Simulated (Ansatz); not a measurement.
Structure relaxation of In

Theory: DFT PBE, scalar-relativistic, plane waves, PAW in Ansatz. Cutoff 420 eV, Γ-centred k mesh, Gaussian smearing, no spin polarisation in the final step.

The start is a database structure of In, space group I-43m (No. 217).

```yaml
crystal:
  lattice:
    - [-5.79265, 5.79265, 5.79265]
    - [5.79265, -5.79265, 5.79265]
    - [5.79265, 5.79265, -5.79265]
  atoms:
    - { symbol: In, position: [0.00000, 0.00000, 0.00000] }
    - { symbol: In, position: [0.66478, 0.00000, 0.00000] }
    - { symbol: In, position: [0.38371, 0.19335, 0.00000] }
    - { symbol: In, position: [0.19335, 0.38371, 0.00000] }
    - { symbol: In, position: [0.69232, 0.41350, 0.00000] }
    - { symbol: In, position: [0.00000, 0.66478, 0.00000] }
    - { symbol: In, position: [0.41350, 0.69232, 0.00000] }
    - { symbol: In, position: [0.80665, 0.80665, 0.19035] }
    - { symbol: In, position: [0.38371, 0.00000, 0.19335] }
    - { symbol: In, position: [0.00000, 0.38371, 0.19335] }
    - { symbol: In, position: [0.58650, 0.58650, 0.27882] }
    - { symbol: In, position: [0.72118, 0.30768, 0.30768] }
    - { symbol: In, position: [0.30768, 0.72118, 0.30768] }
    - { symbol: In, position: [0.33522, 0.33522, 0.33522] }
    - { symbol: In, position: [0.19335, 0.00000, 0.38371] }
    - { symbol: In, position: [0.00000, 0.19335, 0.38371] }
    - { symbol: In, position: [0.69232, 0.00000, 0.41350] }
    - { symbol: In, position: [0.00000, 0.69232, 0.41350] }
    - { symbol: In, position: [0.58650, 0.27882, 0.58650] }
    - { symbol: In, position: [0.27882, 0.58650, 0.58650] }
    - { symbol: In, position: [0.80965, 0.61629, 0.61629] }
    - { symbol: In, position: [0.61629, 0.80965, 0.61629] }
    - { symbol: In, position: [0.00000, 0.00000, 0.66478] }
    - { symbol: In, position: [0.41350, 0.00000, 0.69232] }
    - { symbol: In, position: [0.00000, 0.41350, 0.69232] }
    - { symbol: In, position: [0.30768, 0.30768, 0.72118] }
    - { symbol: In, position: [0.80665, 0.19035, 0.80665] }
    - { symbol: In, position: [0.19035, 0.80665, 0.80665] }
    - { symbol: In, position: [0.61629, 0.61629, 0.80965] }
```

Steps on the 6×6×6 mesh (29 atoms). 3 of 6 steps are shown, and the free energy counts from the last. Trial steps that were taken back and renewals of the plane-wave basis can be among the rows.

| step | ΔF (meV/atom) | V (Å³/atom) | P (GPa) | largest force component (eV/Å) |
| --- | --- | --- | --- | --- |
| 1 | 5.7 | 26.81 | 1.54 | 0.031 |
| 2 | 0.6 | 28.01 | -0.10 | 0.020 |
| 6 | 0.0 | 27.92 | 0.00 | 0.001 |

A final relaxation ran on a 6×6×6 mesh. The relaxed crystal, I-43m (No. 217):

```
In
1.0
    -5.87170    5.87170    5.87170
     5.87170   -5.87170    5.87170
     5.87170    5.87170   -5.87170
In
29
Direct
  0.00000 0.00000 0.00000
  0.65659 0.00000 0.00000
  0.38031 0.19239 0.00000
  0.19239 0.38031 0.00000
  0.68875 0.40936 0.00000
  0.00000 0.65659 0.00000
  0.40936 0.68875 0.00000
  0.80761 0.80761 0.18792
  0.38031 0.00000 0.19239
  0.00000 0.38031 0.19239
  0.59064 0.59064 0.27939
  0.72061 0.31125 0.31125
  0.31125 0.72061 0.31125
  0.34341 0.34341 0.34341
  0.19239 0.00000 0.38031
  0.00000 0.19239 0.38031
  0.68875 0.00000 0.40936
  0.00000 0.68875 0.40936
  0.59064 0.27939 0.59064
  0.27939 0.59064 0.59064
  0.81208 0.61969 0.61969
  0.61969 0.81208 0.61969
  0.00000 0.00000 0.65659
  0.40936 0.00000 0.68875
  0.00000 0.40936 0.68875
  0.31125 0.31125 0.72061
  0.80761 0.18792 0.80761
  0.18792 0.80761 0.80761
  0.61969 0.61969 0.81208
```

For In, the volume per atom is 27.92 Å³ and the density is 6.83 g/cm³. The energy over the standard structure is 0.01 eV/atom and the gap on the 6×6×6 mesh is 0 eV (a metal).

Energies count from the standard state of In at the same level.

The final run used a 6×6×6 mesh on its 29-atom cell and 0.10 eV smearing. The k mesh leaves about 4 meV/atom of noise in metals.

A structure relaxed within its symmetry needn't be a true minimum.